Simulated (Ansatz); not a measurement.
**AlO: changing the functional**

The cell as given:

It takes space group Pm-3m (No. 221, cubic). The conventional cell has a = 2.769 Å, b = 2.769 Å, c = 2.769 Å, α = 90.00°, β = 90.00°, γ = 90.00°. Al (site symmetry m-3m) has 8 O at 2.40 Å as nearest neighbours. O (site symmetry m-3m) has 8 Al at 2.40 Å as nearest neighbours.

The cell comes from a database or a generator and needn't be the stable form of this composition.

Kept alike: task relaxation of cell and atoms; k mesh 10 × 10 × 10; occupations fermi-dirac, width 0.05 eV; no spin polarisation. Program: Ansatz, Ansatz PAW. Cutoffs run from 420 to 500 eV. The mesh is that of the run's cell of 2 atoms. No spin-orbit coupling.

| functional | volume (Å³/atom) |
| --- | --- |
| BLYP | 11.006 |
| LDA | 9.969 |
| PBE | 10.618 |
| PBEsol | 10.279 |
| RPBE | 10.884 |
| r2SCAN | 10.320 |
| revPBE | 10.817 |

Stopped at the starting cell, within the stress tolerance: PBE. The relaxations keep at least the cell's symmetry (Pm-3m). For a metal such a mesh leaves the last digits unconverged. Relaxations stop with a little pressure left, so the last digits of a volume or edge aren't settled. Ansatz's relaxations hold a Pulay term in the stress (up to 0.8 GPa here). All rows use potentials made for PBE.

Task: What does the functional change here?

Result: The volume runs from 9.969 (LDA) to 11.006 Å³/atom (BLYP). From PBE: BLYP +0.388; LDA -0.649; PBEsol -0.339; RPBE +0.266; r2SCAN -0.298; revPBE +0.199.
